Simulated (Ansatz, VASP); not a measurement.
## SiO2 in VASP and in Ansatz

INCAR

```
SYSTEM = SiO2
ALGO     = Normal         ! electronic algorithm
EDIFF    = 1E-6           ! SCF threshold, eV
ENCUT    = 520            ! plane-wave cutoff, eV
GGA      = CA             ! functional
ISIF     = 2              ! what is computed and relaxed
ISMEAR   = 0              ! smearing method
LASPH    = .True.         ! aspherical terms in the spheres
LCHARG   = .False.        ! write CHGCAR
LREAL    = .False.        ! projectors in reciprocal space
LWAVE    = .False.        ! write WAVECAR
NBANDS   = 25             ! bands
NELM     = 60             ! most SCF steps
PREC     = Accurate       ! precision mode
SIGMA    = 0.05           ! smearing width, eV
```

The input KPOINTS:

```
k-points
0
Gamma
  6 6 10
  0 0 0
```

The input POSCAR:

```
SiO2
1.0
    4.1989902721      0.0000000000      0.0000000000
    0.0000000000      4.1989902721      0.0000000000
    0.0000000000      0.0000000000      2.6893882019
Si O
2 4
Direct
    0.5000000000      0.5000000000      0.5000000000
    0.0000000000      0.0000000000      0.0000000000
    0.6944252994      0.6944252994      0.0000000000
    0.1944252994      0.8055747006      0.5000000000
    0.3055747006      0.3055747006      0.0000000000
    0.8055747006      0.1944252994      0.5000000000
```

Input for Ansatz:

```yaml
crystal:
  lattice:
    - [4.1989902721, 0.0, 0.0]
    - [0.0, 4.1989902721, 0.0]
    - [0.0, 0.0, 2.6893882019]
  atoms:
    - { symbol: Si, position: [0.5, 0.5, 0.5] }
    - { symbol: Si, position: [0.0, 0.0, 0.0] }
    - { symbol: O, position: [0.6944252994, 0.6944252994, 0.0] }
    - { symbol: O, position: [0.1944252994, 0.8055747006, 0.5] }
    - { symbol: O, position: [0.3055747006, 0.3055747006, 0.0] }
    - { symbol: O, position: [0.8055747006, 0.1944252994, 0.5] }
basis:
  ecutwfc: 520.0
kpoints:
  mp_grid: { grid: [6, 6, 10] }
hamiltonian:
  xc: lda
  pseudopotentials: { kind: paw, azcp: { folder: soft_1 } }
scf:
  occupations: { method: gaussian, width: 0.05 }
output:
  forces: true
  stress: true
  eigenvalues: true
  write_density: true
  write_potential: true
  elf: true
  volumetric_format: npy
```

Alike in both runs: task single point; functional LDA; k mesh 6 × 6 × 10; occupations gaussian, width 0.05 eV; no spin polarisation.

|  | VASP | Ansatz |
| --- | --- | --- |
| version | VASP 6.6.1 | Ansatz 0.2.0 |
| potentials or method | VASP PAW LDA potentials, release 64 (Si, O) | scalar-relativistic, plane waves, PAW |
| plane-wave cutoff (eV) | 520 | 520 |
| valence electrons in the cell | 32 | 32 |

|  | VASP | Ansatz | Ansatz less VASP |
| --- | --- | --- | --- |
| gap on the k mesh at the Fermi level (eV) | 5.25 | 5.25 | 0.000 |
| least direct gap on the mesh (eV) | 5.25 | 5.25 | 0.000 |
| pressure (GPa) | -9.0 | -10.0 | -0.98 |
| largest component of the traceless stress (GPa) | 0.73 | 1.34 | +0.610 |
| rms of the force components (eV/Å) | 0.078 | 0.093 | +0.0151 |

Atom by atom the forces differ by 0.015 eV/Å (rms over components). Ansatz warned: «pseudo_functional_mismatch».

A k mesh can miss the band edges.
